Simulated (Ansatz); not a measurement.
A generator proposed this cell of HfSiO4.

```
Hf Si O
1.0
     4.24344    0.00000    0.00000
    -2.12172    3.67493    0.00000
     0.00000    0.00000    4.93047
Hf Si O
1 1 4
Direct
  0.33333 0.66667 0.00000
  0.66667 0.33333 0.50000
  0.48221 0.51779 0.50000
  0.48221 0.96443 0.50000
  0.03557 0.51779 0.50000
  0.66667 0.33333 0.00000
```

The calculation used DFT PBE, scalar-relativistic, plane waves, PAW in Ansatz. Cutoff 420 eV; k points 6×6×4 on the computed 6-atom cell (Γ-centred); Gaussian smearing, width 0.10 eV; no spin polarisation.

Energies over the elements count from the elements' standard structures at the same level (O₂ as a molecule), with no fitted energy shifts.

**Question.** How far from equilibrium is it?

**Answer.** The pressure is 54.5 GPa (the mean over three directions, positive in compression), the largest force is 11.66 eV/Å, and the energy is +0.02 eV/atom against the elements. The shortest distance is 1.36 Å.

**Question.** How much does it gain on relaxing, and where does it end?

**Answer.** Relaxing gains about 2.8 eV/atom in 25 ionic steps and ends at −2.739 eV/atom on the finer mesh. The symmetry stays P-6m2 (No. 187). The volume per atom grows by 12.9 %, from 12.8 to 14.5 Å³. The shortest distance goes from 1.36 Å (Si–O) to 1.60 Å (Si–O). The ratio c/a of the conventional cell changes by a factor of 0.49. Conventional cell: a = 5.602 Å, c = 3.195 Å. Around Hf lie 6 O at 2.16 Å and 2 Hf at 3.19 Å; Si has 2 O at 1.60 Å and 3 O at 1.78 Å; O on a site of symmetry mm2 has 1 Si at 1.78 Å and 2 Hf at 2.16 Å; 1 more site not described.

The last run used a 6×6×8 mesh (in the run's order of axes) for its 6-atom cell and Gaussian smearing of 0.02 eV. Spin–orbit coupling, which can matter for Hf, is left out. The relaxation can't lower the symmetry of the start. A structure relaxed within its symmetry needn't be a true minimum. Another cell of HfSiO4 relaxed alike, in I4_1/amd (a cell as deposited in COD), lies 0.40 eV/atom lower, so this cell isn't the stable form at this level.
